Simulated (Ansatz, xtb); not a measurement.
# C3H8S: which of two conformers lies lower

Structure a is `CCCS`, a singlet and structure b is `CCCS`, a singlet. Both are isolated molecules in the gas phase, relaxed with PBE0-D3(BJ)/def2-SVP.

a (Å):

```yaml
atoms:
  - { symbol: C, position_ang: [-1.8321, -0.1774, -0.7227] }
  - { symbol: C, position_ang: [-0.3480, 0.0751, -0.5042] }
  - { symbol: C, position_ang: [0.4352, 0.1186, -1.8061] }
  - { symbol: S, position_ang: [2.2027, 0.5008, -1.6135] }
  - { symbol: H, position_ang: [-2.0066, -1.1349, -1.2394] }
  - { symbol: H, position_ang: [-2.2876, 0.6165, -1.3362] }
  - { symbol: H, position_ang: [-2.3768, -0.2119, 0.2327] }
  - { symbol: H, position_ang: [-0.1926, 1.0243, 0.0346] }
  - { symbol: H, position_ang: [0.0751, -0.7126, 0.1433] }
  - { symbol: H, position_ang: [0.3221, -0.8213, -2.3701] }
  - { symbol: H, position_ang: [0.0542, 0.9215, -2.4582] }
  - { symbol: H, position_ang: [2.5247, -0.6061, -0.9092] }
```

b (Å):

```xyz
12

C    -0.2472    1.0199    0.3384
C     1.1377    0.4102    0.4724
C     1.2420   -1.0234   -0.0283
S     0.2590   -2.2462    0.9000
H    -0.5953    1.0035   -0.7076
H    -0.9809    0.4702    0.9483
H    -0.2570    2.0669    0.6760
H     1.8667    1.0162   -0.0946
H     1.4593    0.4420    1.5268
H     0.9810   -1.0936   -1.0965
H     2.2766   -1.3871    0.0669
H    -0.9519   -1.8942    0.4189
```

Question: Estimate which is lower in electronic energy at CCSD(T)/def2-SVP + ΔMP2/def2-TZVPP, and by roughly how much.

Answer: Too close to call at this level: CCSD(T)/def2-SVP + ΔMP2/def2-TZVPP gives E(b) − E(a) = +0.12 kcal/mol.

How the difference moves with the method:

```json
{"level": "PBE0-D3(BJ)/def2-SVP", "geometry": "PBE0-D3(BJ)/def2-SVP", "E(b) − E(a) (kcal/mol)": "−0.25", "departure from the last row (kcal/mol)": "−0.37", "job, with rough time for the two": "optimisation, 21 s"}
{"level": "HF/def2-SVP", "geometry": "PBE0-D3(BJ)/def2-SVP", "E(b) − E(a) (kcal/mol)": "+0.51", "departure from the last row (kcal/mol)": "+0.39", "job, with rough time for the two": "part of the CCSD(T) run"}
{"level": "MP2/def2-SVP", "geometry": "PBE0-D3(BJ)/def2-SVP", "E(b) − E(a) (kcal/mol)": "+0.01", "departure from the last row (kcal/mol)": "−0.11", "job, with rough time for the two": "part of the CCSD(T) run"}
{"level": "CCSD(T)/def2-SVP", "geometry": "PBE0-D3(BJ)/def2-SVP", "E(b) − E(a) (kcal/mol)": "+0.05", "departure from the last row (kcal/mol)": "−0.07", "job, with rough time for the two": "single point"}
{"level": "CCSD(T)/def2-SVP + ΔMP2/def2-TZVPP", "geometry": "PBE0-D3(BJ)/def2-SVP", "E(b) − E(a) (kcal/mol)": "+0.12", "departure from the last row (kcal/mol)": "", "job, with rough time for the two": "single point, 18 s"}
```

The largest departure from CCSD(T)/def2-SVP + ΔMP2/def2-TZVPP is that of HF/def2-SVP, 0.39 kcal/mol. Levels run at GFN2-xTB geometries aren't shown. The last row adds to CCSD(T) the change of the MP2 difference between the two basis sets, here +0.07 kcal/mol.

With harmonic frequencies from PBE0-D3(BJ)/def2-SVP (ideal gas, rigid rotor, one conformer each, 298.15 K, 1 atm): on the last row, ΔE + ΔZPE = +0.25, ΔH = +0.15, ΔG = +0.34 kcal/mol.

The correlated steps freeze 8 core orbitals. Programs: Ansatz 0.2.0; the last row on 2 threads of Arm Neoverse V2 on a shared host.
